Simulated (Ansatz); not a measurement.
**GaSb: how the settings move a single-point run**

How sensitive is a single-point run of GaSb to its settings? A reference run comes first, then three runs with altered input. The cell is built on a prototype (NiAs type) and needn't be the phase found in nature.

Program: Ansatz 0.2.0. Level of theory: reference: DFT, HSE06, plane waves, PAW. These are calculated values, not measurements.

2 further runs of the same task are left out: 2 that didn't finish.

## Step 1: The starting structure

Symmetry: P6_3/mmc, No. 194, hexagonal system. Conventional cell: a = 3.981 Å, b = 3.981 Å, c = 6.948 Å, α = 90.00°, β = 90.00°, γ = 120.00°. Ga (site symmetry -3m) has 6 Sb at 2.88 Å as nearest neighbours. Around Sb (site symmetry -6m2) lie 6 Ga at 2.88 Å.

Structure file:

```
CELL_PARAMETERS angstrom
3.98143 0.00000 0.00000
-1.99072 3.44802 0.00000
0.00000 0.00000 6.94765
ATOMIC_POSITIONS crystal
Ga 0.00000 0.00000 0.00000
Ga 0.00000 0.00000 0.50000
Sb 0.33333 0.66667 0.25000
Sb 0.66667 0.33333 0.75000
```

## Step 2: Baseline

Contents of input.yaml:

```yaml
crystal:
  lattice:
    - [3.9814331323, 0.0, 0.0]
    - [-1.9907165661, 3.448022236, 0.0]
    - [0.0, 0.0, 6.9476513402]
  atoms:
    - { symbol: Ga, position: [0.0, 0.0, 0.0] }
    - { symbol: Ga, position: [0.0, 0.0, 0.5] }
    - { symbol: Sb, position: [0.3333333333, 0.6666666667, 0.25] }
    - { symbol: Sb, position: [0.6666666667, 0.3333333333, 0.75] }
kpoints:
  mp_grid: { grid: [6, 6, 2] }
hamiltonian:
  xc: hse06
scf:
  occupations: { method: fermi_dirac, width: 0.02 }
  n_extra_bands: 5
output:
  forces: true
  stress: true
  eigenvalues: true
  write_density: true
  write_potential: true
  elf: true
  volumetric_format: npy
```

Launch:

```bash
> ansatz run input.yaml --threads 4 --pin off --max-ram 3686MiB --backend cpu --events-out ev --progress --plain --runs-dir out
```

Output, cut to the lines that bear on the results:

```text
Warning: output.stress: scf.convergence.dr2_threshold = 1e-7 eV (the SCF's general default) is looser than the 4e-10 eV advised for a printed stress (1e-10 eV for each atom of the cell: 4). What an SCF threshold leaves in a stress goes as its square root, and in the free energy as the [...]
Warning: output.stress: scf.exx.energy_threshold = 1e-6 eV is looser than the 4e-8 eV advised for a stress under a hybrid functional (1e-8 eV for each atom of the cell: 4). Every SCF of the exchange loop can meet its threshold on dr2 while the loop round them stops early: no threshold on [...]
Warning: RAYON_NUM_THREADS=4 ignored (pool sized by the plan → 4); use --threads N
scf.n_extra_bands = 5 over 28 filled bands (N_el = 56.0): the run solves 33 bands
[...]
Pseudopotentials: kind: paw
Pseudopotential: Ga, paw, valence charge 13, recommended cutoff 420 eV (normal), Ga.paw.azcp
Pseudopotential: Sb, paw, valence charge 15, recommended cutoff 420 eV (normal), Sb.paw.azcp
Functional definition: HSE06
[...]
Crystal: 4 atoms, lattice volume = 95.378 Å³
Basis set: ecut = 420 eV, 1895 PW (Γ), exchange–correlation on 54×54×96 points (8 copies of the dense FFT grid, shifted against one another)
Bands: 33, of which v1, the nominal top of the filled ones, is band 28 counted from 1 (27 counted from 0)
Symmetry: 24 space group operations
Space group: P63/mmc (ITA 194), of the structure as read, at distance tolerance 4.6e-5 Å
k-points: 14 of 72
[...]
SCF iter   1: F=—  HF=-20534.830602 eV  |F-HF|=—  |Δ(HF+E_count)|=         —  Δρ=2.56e-3  dr2=8.96e-3  ethr=1.77e-3  ⟨swp⟩=6.6  Hψ=1765  notcnv=0
[...]
Frozen-core exchange: fock
[...]
SCF 2 stopped early in 5 iterations: F = -20544.136380 eV  dr2 = 1.30e-5
hybrid outer 1: dexx = +2.372e-2 eV, tail = 1.26e-4 eV
[...]
Frozen-core exchange: fock
[...]
hybrid outer 2: dexx = +2.226e-5 eV, tail = 1.03e-7 eV, Δε = 1.14e-2 eV (about 4.18e-4 eV left of the loop's levels)
[...]
Frozen-core exchange: fock
[...]
SCF iter   2: F=-20544.135802 eV  HF=-20544.135802 eV  |F-HF|=1.65e-9  |Δ(HF+E_count)|=   1.03e-8  Δρ=3.49e-6  dr2=6.41e-9  ethr=1.12e-11  ⟨swp⟩=4.0  Hψ=1259  notcnv=0
[...]
hybrid outer 3: dexx = +1.457e-8 eV, tail = 1.76e-8 eV, Δε = 3.65e-4 eV (about 2.08e-4 eV left of the loop's levels), ΔF = 2.78e-17 eV/Å (tail 1.02e-3)
hybrid SCF converged: 3 outer / 13 inner (+8 warm-up), last move |dexx| = 1.46e-8 eV, tail = 1.76e-8 eV
Stability not checked: this state was not tested for a lower state beside it, because the functional holds exact exchange (a hybrid, or Hartree-Fock), whose exchange loop this test does not read (fock_operator; see scf.lower_state_search)
Free energy (F): -20544.135802 eV
Frozen-core exchange: fock
[...]
E sigma→0 (E₀):  -20544.133403 eV
Entropy (-TS):   -0.004797 eV (-1.199 meV/atom)
Fermi energy:    9.713630 eV
[...]
--- Forces (eV/Å), atoms counted from 1 ---
  atom   1  Ga     0.00000000     0.00000000     0.00000000
  atom   2  Ga     0.00000000    -0.00000000     0.00000000
  atom   3  Sb     0.00000000     0.00000000     0.00000000
  atom   4  Sb    -0.00000000    -0.00000000     0.00000000
[...]
--- Stress (GPa, compression-positive) ---
       -0.684622      -0.000000       0.000000
       -0.000000      -0.684622       0.000000
        0.000000       0.000000      -0.496926
  P = ⅓ Tr σ = -0.6221 GPa (-6.221 kbar)
--- Band table (eV; the first three rows and the last of 14) ---
[...]
```

It took 44 s on 4 threads of Arm Neoverse N1, shared host; peak memory 1.6 GiB.

## Step 3: Variant: exchange pbe, correlation pbe, coeff 1.0, omega 0.1

input.yaml: that of step 2 with these lines changed.

```diff
@@ -13,3 +13,3 @@
 hamiltonian:
-  xc: hse06
+  xc: { exchange: pbe, correlation: pbe, exx: { coeff: 1.0, omega: 0.1 } }
 scf:
@@ -21,5 +21 @@
   eigenvalues: true
-  write_density: true
-  write_potential: true
-  elf: true
-  volumetric_format: npy
```

Launch:

```bash
> ansatz run input.yaml --threads 4 --pin off --max-ram 3686MiB --backend cpu --events-out ev --progress --plain --runs-dir out
```

Output, cut to the lines that bear on the results:

```text
Warning: output.stress: scf.convergence.dr2_threshold = 1e-7 eV (the SCF's general default) is looser than the 4e-10 eV advised for a printed stress (1e-10 eV for each atom of the cell: 4). What an SCF threshold leaves in a stress goes as its square root, and in the free energy as the [...]
Warning: output.stress: scf.exx.energy_threshold = 1e-6 eV is looser than the 4e-8 eV advised for a stress under a hybrid functional (1e-8 eV for each atom of the cell: 4). Every SCF of the exchange loop can meet its threshold on dr2 while the loop round them stops early: no threshold on [...]
Warning: RAYON_NUM_THREADS=4 ignored (pool sized by the plan → 4); use --threads N
scf.n_extra_bands = 5 over 28 filled bands (N_el = 56.0): the run solves 33 bands
[...]
[... 3 set-up lines as earlier in the session ...]
Functional definition: unnamed
[...]
Crystal: 4 atoms, lattice volume = 95.378 Å³
Basis set: ecut = 420 eV, 1895 PW (Γ), exchange–correlation on 54×54×96 points (8 copies of the dense FFT grid, shifted against one another)
[...]
Frozen-core exchange: fock
[...]
SCF iter   3: F=-20573.999415 eV  HF=-20573.999415 eV  |F-HF|=1.14e-9  |Δ(HF+E_count)|=   6.32e-8  Δρ=1.46e-6  dr2=6.01e-9  ethr=1.58e-11  ⟨swp⟩=4.6  Hψ=1196  notcnv=0
[...]
hybrid outer 7: dexx = +4.609e-7 eV, tail = 2.63e-8 eV, Δε = 2.25e-3 eV (about 4.39e-4 eV left of the loop's levels)
hybrid SCF converged: 7 outer / 45 inner (+7 warm-up), last move |dexx| = 4.61e-7 eV, tail = 2.63e-8 eV
Stability not checked: this state was not tested for a lower state beside it, because the functional holds exact exchange (a hybrid, or Hartree-Fock), whose exchange loop this test does not read (fock_operator; see scf.lower_state_search)
Free energy (F): -20573.999415 eV
Frozen-core exchange: fock
[...]
E sigma→0 (E₀):  -20573.998210 eV
Entropy (-TS):   -0.002410 eV (-0.603 meV/atom)
Fermi energy:    9.454576 eV
[...]
--- Forces (eV/Å), atoms counted from 1 ---
  atom   1  Ga     0.00000000    -0.00000000     0.00000000
  atom   2  Ga     0.00000000    -0.00000000     0.00000000
  atom   3  Sb     0.00000000     0.00000000     0.00000000
  atom   4  Sb    -0.00000000     0.00000000     0.00000000
[...]
--- Stress (GPa, compression-positive) ---
       -6.580439      -0.000000       0.000000
       -0.000000      -6.580439       0.000000
        0.000000       0.000000      -8.584975
  P = ⅓ Tr σ = -7.2486 GPa (-72.486 kbar)
--- Band table (eV; the first three rows and the last of 14) ---
[...]
```

Run time: 71 s. Hardware: 4 threads of Arm Neoverse N1, shared host; peak memory 1.7 GiB.

After a change of functional the difference of the totals has no physical meaning; the pressure goes from -0.6 to -7.2 GPa. At this fixed cell a lower pressure means that this functional prefers a smaller volume than the reference.

## Step 4: Changing settings: exchange pbe, correlation pbe, coeff 0.15, omega 0.3

input.yaml: that of step 2 with these lines changed.

```diff
@@ -13,3 +13,3 @@
 hamiltonian:
-  xc: hse06
+  xc: { exchange: pbe, correlation: pbe, exx: { coeff: 0.15, omega: 0.3 } }
 scf:
@@ -21,5 +21 @@
   eigenvalues: true
-  write_density: true
-  write_potential: true
-  elf: true
-  volumetric_format: npy
```

Launch:

```bash
> ansatz run input.yaml --threads 4 --pin off --max-ram 3686MiB --backend cpu --events-out ev --progress --plain --runs-dir out
```

Output, cut to the lines that bear on the results:

```text
Warning: output.stress: scf.convergence.dr2_threshold = 1e-7 eV (the SCF's general default) is looser than the 4e-10 eV advised for a printed stress (1e-10 eV for each atom of the cell: 4). What an SCF threshold leaves in a stress goes as its square root, and in the free energy as the [...]
Warning: output.stress: scf.exx.energy_threshold = 1e-6 eV is looser than the 4e-8 eV advised for a stress under a hybrid functional (1e-8 eV for each atom of the cell: 4). Every SCF of the exchange loop can meet its threshold on dr2 while the loop round them stops early: no threshold on [...]
Warning: RAYON_NUM_THREADS=4 ignored (pool sized by the plan → 4); use --threads N
scf.n_extra_bands = 5 over 28 filled bands (N_el = 56.0): the run solves 33 bands
[...]
[... 4 set-up lines as earlier in the session ...]
[...]
Crystal: 4 atoms, lattice volume = 95.378 Å³
Basis set: ecut = 420 eV, 1895 PW (Γ), exchange–correlation on 54×54×96 points (8 copies of the dense FFT grid, shifted against one another)
[...]
Frozen-core exchange: fock
[...]
SCF iter   4: F=-20540.373635 eV  HF=-20540.373635 eV  |F-HF|=1.38e-10  |Δ(HF+E_count)|=   1.34e-9  Δρ=5.96e-7  dr2=1.04e-9  ethr=5.02e-11  ⟨swp⟩=3.0  Hψ=981  notcnv=0
[...]
hybrid outer 2: dexx = +2.297e-7 eV, tail = 4.12e-9 eV, Δε = 2.05e-3 eV (about 4.92e-5 eV left of the loop's levels)
hybrid SCF converged: 2 outer / 11 inner (+8 warm-up), last move |dexx| = 2.30e-7 eV, tail = 4.12e-9 eV
Stability not checked: this state was not tested for a lower state beside it, because the functional holds exact exchange (a hybrid, or Hartree-Fock), whose exchange loop this test does not read (fock_operator; see scf.lower_state_search)
Free energy (F): -20540.373635 eV
Frozen-core exchange: fock
[...]
E sigma→0 (E₀):  -20540.370555 eV
Entropy (-TS):   -0.006161 eV (-1.540 meV/atom)
Fermi energy:    9.790031 eV
[...]
--- Forces (eV/Å), atoms counted from 1 ---
  atom   1  Ga     0.00000000    -0.00000000    -0.00000000
  atom   2  Ga    -0.00000000     0.00000000     0.00000000
  atom   3  Sb     0.00000000    -0.00000000     0.00000000
  atom   4  Sb    -0.00000000     0.00000000     0.00000000
[...]
--- Stress (GPa, compression-positive) ---
       -0.126715      -0.000000       0.000000
       -0.000000      -0.126715       0.000000
        0.000000       0.000000       2.509490
  P = ⅓ Tr σ = 0.7520 GPa (7.520 kbar)
--- Band table (eV; the first three rows and the last of 14) ---
[...]
```

Wall time 39 s (4 threads of Arm Neoverse N1, shared host); peak memory 1.6 GiB.

After a change of functional the difference of the totals has no physical meaning; the pressure goes from -0.6 to 0.8 GPa. At this fixed cell a higher pressure means that this functional prefers a larger volume than the reference.

## Step 5: Changing settings: mixing.ndim 30

input.yaml: that of step 2 with these lines changed.

```diff
@@ -17,2 +17,4 @@
   n_extra_bands: 5
+  mixing: { ndim: 30 }
+  max_iter: 84
 output:
@@ -21,5 +23 @@
   eigenvalues: true
-  write_density: true
-  write_potential: true
-  elf: true
-  volumetric_format: npy
```

Launch:

```bash
> ansatz run input.yaml --threads 4 --pin off --max-ram 3686MiB --backend cpu --events-out ev --progress --plain --runs-dir out
```

Output, cut to the lines that bear on the results:

```text
Warning: output.stress: scf.convergence.dr2_threshold = 1e-7 eV (the SCF's general default) is looser than the 4e-10 eV advised for a printed stress (1e-10 eV for each atom of the cell: 4). What an SCF threshold leaves in a stress goes as its square root, and in the free energy as the [...]
Warning: output.stress: scf.exx.energy_threshold = 1e-6 eV is looser than the 4e-8 eV advised for a stress under a hybrid functional (1e-8 eV for each atom of the cell: 4). Every SCF of the exchange loop can meet its threshold on dr2 while the loop round them stops early: no threshold on [...]
Warning: RAYON_NUM_THREADS=4 ignored (pool sized by the plan → 4); use --threads N
scf.n_extra_bands = 5 over 28 filled bands (N_el = 56.0): the run solves 33 bands
[...]
[... 4 set-up lines as earlier in the session ...]
[...]
Crystal: 4 atoms, lattice volume = 95.378 Å³
Basis set: ecut = 420 eV, 1895 PW (Γ), exchange–correlation on 54×54×96 points (8 copies of the dense FFT grid, shifted against one another)
[...]
SCF iter   2: F=-20544.135802 eV  HF=-20544.135802 eV  |F-HF|=1.74e-9  |Δ(HF+E_count)|=   1.17e-8  Δρ=3.86e-6  dr2=6.40e-9  ethr=2.21e-11  ⟨swp⟩=4.0  Hψ=1217  notcnv=0
[...]
hybrid outer 3: dexx = +1.926e-8 eV, tail = 1.83e-8 eV, Δε = 4.29e-4 eV (about 2.27e-4 eV left of the loop's levels), ΔF = 4.63e-17 eV/Å (tail 1.07e-3)
hybrid SCF converged: 3 outer / 13 inner (+8 warm-up), last move |dexx| = 1.93e-8 eV, tail = 1.83e-8 eV
Stability not checked: this state was not tested for a lower state beside it, because the functional holds exact exchange (a hybrid, or Hartree-Fock), whose exchange loop this test does not read (fock_operator; see scf.lower_state_search)
Free energy (F): -20544.135802 eV
Frozen-core exchange: fock
[...]
E sigma→0 (E₀):  -20544.133403 eV
Entropy (-TS):   -0.004797 eV (-1.199 meV/atom)
Fermi energy:    9.713636 eV
[...]
--- Forces (eV/Å), atoms counted from 1 ---
  atom   1  Ga     0.00000000     0.00000000     0.00000000
  atom   2  Ga    -0.00000000     0.00000000     0.00000000
  atom   3  Sb     0.00000000     0.00000000     0.00000000
  atom   4  Sb    -0.00000000    -0.00000000     0.00000000
[...]
--- Stress (GPa, compression-positive) ---
       -0.685120      -0.000000       0.000000
       -0.000000      -0.685120       0.000000
        0.000000       0.000000      -0.497238
  P = ⅓ Tr σ = -0.6225 GPa (-6.225 kbar)
--- Band table (eV; the first three rows and the last of 14) ---
[...]
```

Run time: 45 s. Hardware: 4 threads of Arm Neoverse N1, shared host; peak memory 1.7 GiB.

Energy and cycle count are those of the reference, so the change (mixing) left the result and the number of cycles as they were.

## Step 6: All runs together

```tsv
run	ending	energy change	pressure (GPa)	gap (eV)	force (eV/Å)	cycles	time
reference	converged	0	-0.6	0.00	0.00	21	44 s
1: exchange pbe, correlation pbe, coeff 1.0, omega 0.1	converged	not comparable	-7.2	0.00	0.00	52	71 s
2: exchange pbe, correlation pbe, coeff 0.15, omega 0.3	converged	not comparable	0.8	0.00	0.00	19	39 s
3: mixing.ndim 30	converged	0.0 meV/atom	-0.6	0.00	0.00	21	45 s
```

Times don't compare one to one where runs were asked for different outputs or read a saved state (see the inputs); cycles may leave out searches for a lower state.

Residual by cycle in the longest SCF loop of each run; runs are numbered as in the table. The quantity is the density residual dr2, in eV.

```tsv
cycle	reference	run 1	run 2	run 3
1	0.00896	1.1e-4	0.00891	0.00896
2	8.1e-4	3.5e-5	8.1e-4	8.1e-4
3	6.7e-5	3.6e-5	5.5e-5	6.7e-5
4	8.0e-6	3.6e-5	7.9e-6	8.0e-6
5	1.3e-7	3.5e-5	1.6e-7	1.3e-7
6	1.3e-8	1.8e-5	9.6e-9	1.3e-8
7	1.4e-9	8.1e-6	1.2e-9	1.4e-9
8	1.3e-10	7.5e-6	5.8e-11	1.3e-10
9	-	5.3e-6	-	-
10	-	2.1e-6	-	-
11	-	1.6e-6	-	-
12	-	2.3e-7	-	-
```

What this shows: «mixing.ndim 30» leaves the energy as it was.
